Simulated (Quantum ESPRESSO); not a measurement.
## Mo in Quantum ESPRESSO: the effect of Hubbard term

The system is Mo.

```xyz
1
Lattice="-1.5838 1.5838 1.5838 1.5838 -1.5838 1.5838 1.5838 1.5838 -1.5838" Properties=species:S:1:pos:R:3 pbc="T T T"
Mo    0.0000    0.0000    0.0000
```

Alike in all runs:

| Property | Result |
| --- | --- |
| Program | Quantum ESPRESSO 7.5 |
| Task | Hubbard U by linear response |
| Functional | LDA |
| Potentials or basis | GBRV 1.5 LDA |
| Cutoff | 612 eV |
| Density cutoff | 4898 eV |
| k mesh | 10 × 10 × 10 |
| Occupations | cold, width 0.2 eV |
| Spin | no spin polarisation |
| Start of the occupations | default |
| Hubbard projectors | ortho-atomic |
| Form of the LDA correlation | PZ81 |
| Mixing beta | 0.3 |
| Most SCF iterations | 120 |
| SCF threshold | 2e-10 Ry |
| q mesh | 2 × 2 × 2 |

Task: One run gave: pressure -14.9 GPa. Which Hubbard term did it use?
A. Mo d U = 8.0 eV
B. Mo d U = 2.0 eV
C. Mo d U = 6.0 eV
D. Mo d U = 0.0001 eV
E. Mo d U = 4.0 eV

Result: D.

```csv
Hubbard term,pressure (GPa)
Mo d U = 0.0001 eV,-14.9
Mo d U = 2.0 eV,-13.6
Mo d U = 4.0 eV,-11.0
Mo d U = 6.0 eV,-6.4
Mo d U = 8.0 eV,4.1
```

Caveats: the computed U isn't converged in cell size; U without spin polarisation on a metal has little footing; the U is typed as a test and isn't derived for this compound.

Runs at the PBE level aren't shown here.
